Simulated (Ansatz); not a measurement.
Runs of Ansatz 0.2.0 on Bi. Symmetry: P2/m, No. 10, monoclinic system. The conventional cell has a = 3.238 Å, b = 3.222 Å, c = 6.444 Å, α = 90.00°, β = 90.72°, γ = 90.00°. Around Bi (site symmetry m) lie 6 Bi at 3.22 to 3.24 Å. This isn't the form of Bi at room conditions, which is rhombohedral.

| level | k mesh | cutoff (eV) | mesh quality | V0 of scaled cells (Å³/atom) | B0 (GPa) |
| --- | --- | --- | --- | --- | --- |
| LDA | 8 × 8 × 4 | 420 | not flagged | 32.54 | (b) |
| PBE0 | 4 × 4 × 2 | 420 | coarse | (a) | 48 |
| HSE06 | 6 × 6 × 4 | 420 | not flagged | 33.95 | 54 |
| PBE0 | 6 × 6 × 4 | 420 | not flagged | 33.91 | 54 |
| r2SCAN | 8 × 8 × 4 | 500 | not flagged | 34.32 | 51 |

Alike in all rows: task equation of state; potentials or basis Ansatz PAW; no spin polarisation; cell as given; smearing fermi-dirac 0.05 eV.

Question: Fill in the values left out.

Answer: (a) 34.38; (b) 57.

Caveats: some runs use coarse meshes; the cell was scaled at fixed shape and fractional positions, which overstates the stiffness of a crystal with free parameters, most of all of layers and chains; the PAW data sets come from PBE, with cores solved anew for the run's functional, which leaves a small shift of forces and pressure.

Not every run made on this cell is shown here.
